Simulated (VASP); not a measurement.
**HfO2: single point with LDA**

The system is HfO2.

```xyz
6
Lattice="3.5580 0.0000 0.0000 0.0000 3.5580 0.0000 0.0000 0.0000 5.1719" Properties=species:S:1:pos:R:3 pbc="T T T"
Hf    0.0000    0.0000    0.0000
Hf    1.7790    1.7790    2.5859
O     0.0000    1.7790    1.0199
O     1.7790    0.0000    1.5660
O     1.7790    0.0000    4.1519
O     0.0000    1.7790    3.6059
```

Measurements of this composition are mostly on another form, of space group No. 14.

| Quantity | Value |
| --- | --- |
| Program | VASP 6.6.1 |
| Task | single point |
| Functional | LDA |
| Potentials or basis | VASP PAW LDA potentials, release 64 (Hf_pv, O_s) |
| Cutoff | 900 eV |
| k mesh | 9 × 9 × 7 |
| Occupations | gaussian, width 0.05 eV |
| Spin | no spin polarisation |

The pressure is -7.2 GPa, the largest force is 0.011 eV/Å and the band gap on the k mesh is 4.55 eV, indirect (least direct gap 4.64 eV).

Forces in eV/Å, atoms in the order of the input:
```
Hf   0.000  0.000  0.000
Hf   0.000  0.000  0.000
O    0.000  0.000  0.011
O    0.000  0.000 -0.011
O    0.000  0.000 -0.011
O    0.000  0.000  0.011
```

Stress tensor (GPa, compression positive):
```
-7.01  0.00  0.00
 0.00 -7.01  0.00
 0.00  0.00 -7.60
```

Levels at points of the mesh, in eV from the valence-band top:
```
           k point  band 20  band 21  band 22  band 23  band 24  band 25
(0.00, 0.00, 0.00)    -0.12    -0.08    -0.08     4.55     4.58     5.86
```

It took 2.1 min on 1 thread of AMD EPYC 9R45 (Zen 5), on a shared host, peak memory 0.31 GiB.

Caveat: spin-orbit coupling is left out, which moves the levels of the heavy elements; an odd mesh through Γ misses points on the zone boundary, where band edges often lie.
